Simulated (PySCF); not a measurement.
# PbS (Galena) in PySCF: convergence with density cutoff

The system is PbS (Galena).

```
Pb S
1.0
     0.00000    2.96575    2.96575
     2.96575    0.00000    2.96575
     2.96575    2.96575    0.00000
Pb S
1 1
Direct
  0.98849 0.01386 0.99772
  0.49387 0.50530 0.49704
```

The cell isn't the ideal one: atoms moved at random.

| Property | Result |
| --- | --- |
| Program | PySCF 2.14.0 |
| Task | convergence study |
| Functional | LDA |
| Potentials or basis | DZVP-MOLOPT-SR/GTH-PBE (potentials made for PBE) |
| k mesh | 5 × 5 × 5 |
| Occupations | fermi-dirac, width 0.05 eV |
| Spin | no spin polarisation |

These are the settings of the first run; the series varies density cutoff, with any setting tied to it.

Hardware: 2 threads of Arm Neoverse V1 (shared host).

Problem. The values tried are 10 Ha, 16 Ha, 23 Ha, 33 Ha, 43 Ha, 53 Ha, 66 Ha, 82 Ha, 99 Ha, loosest first. From which on does the largest force stay within 0.005 eV/Å of the tightest run that finished?

Solution. From 23 Ha on.

```
density cutoff  energy less the tightest run, at zero smearing (meV/atom)  pressure (GPa)  largest force (eV/Å)  gap on the mesh (eV)  SCF cycles  CPU time (s)  peak memory (GiB)
         10 Ha                                                     170.74               -                     -                 1.190           6           250                1.6
         16 Ha                                                       2.26            0.16                 0.038                 1.283           6           320                3.3
         23 Ha                                                       0.03            0.37                 0.024                 1.284           6           370                4.5
         33 Ha                                                       0.00            0.40                 0.023                 1.284           6           500                6.2
         43 Ha                                                       0.00            0.40                 0.023                 1.284           6           580                6.2
         53 Ha                                                       0.00            0.40                 0.023                 1.284           6           670                6.2
         66 Ha                                                       0.00            0.40                 0.023                 1.284           6           930                6.2
         82 Ha                                                       0.00            0.40                 0.023                 1.284           6          1300                6.2
         99 Ha                                      timed out after 750 s               -                     -                     -           -             -                  -
```

Against the tightest run, the energy stays within 1 meV/atom from 23 Ha on; the pressure stays within 0.1 GPa from 23 Ha on; the gap on the mesh stays within 0.01 eV from 16 Ha on. The tightest run that finished is the yardstick and may itself not be fully converged.

Caveat, for the tightest run too: the potentials were made for another functional, which shifts forces and pressure; spin-orbit coupling is left out, which as a rule narrows the gap of such compounds by several tenths of an eV; an odd mesh through Γ misses points on the zone boundary, where band edges often lie; the basis of atomic orbitals isn't converged, which shifts pressures, moduli and gaps.
